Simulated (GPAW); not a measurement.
Here is a GPAW 26.7.0 calculation.

Contents of run.py:

```python
from ase import Atoms
from ase.filters import FrechetCellFilter
from ase.io import write
from ase.optimize import BFGS
from gpaw import GPAW, PW

atoms = Atoms(['Zn'],
              cell=[[-1.59358157, 1.77661514, 1.74602158],
                    [1.50392065, -1.5066388, 1.38638431],
                    [1.54411154, 1.45716877, -1.47604523]],
              scaled_positions=[[0.0, 0.0, 0.0]],
              pbc=True)

calc = GPAW(mode=PW(600),
            xc='LDA',
            kpts={'size': (9, 11, 10), 'gamma': True},
            occupations={'name': 'fermi-dirac', 'width': 0.05},
            nbands=13,
            convergence={'density': 1e-05, 'energy': 1e-05},
            maxiter=150,
            txt='gpaw.txt')
atoms.calc = calc
opt = BFGS(FrechetCellFilter(atoms), trajectory='relax.traj', logfile='-')
done = opt.run(fmax=0.02, steps=40)
calc.write('gs.gpw')
write('result.traj', atoms)
print('Converged:', done)
print('Cell:', atoms.cell.cellpar().round(4))
print('Volume:', round(atoms.get_volume(), 4))
print(atoms.get_scaled_positions().round(5))
```

Potentials or basis: the program's PAW data sets (release 1.2.1) made for this functional, pw.

Command:

```console
$ OMP_NUM_THREADS=1 python run.py
```

Q: Estimate the space group after relaxing (to 0.05 Å).

A: Immm (No. 71).

Q: Estimate the band gap on the k mesh.

A: None (metal or under the smearing width).

Q: Estimate the relaxed cell.

A: a = 2.654 Å, b = 2.682 Å, c = 2.655 Å, α = 123.81°, β = 101.24°, γ = 104.66°.

Stress tensor (GPa, compression positive):
```
 0.06  0.08  0.08
 0.08  0.07 -0.03
 0.08 -0.03 -0.17
```

Caveat: later steps reuse the first step's grids.
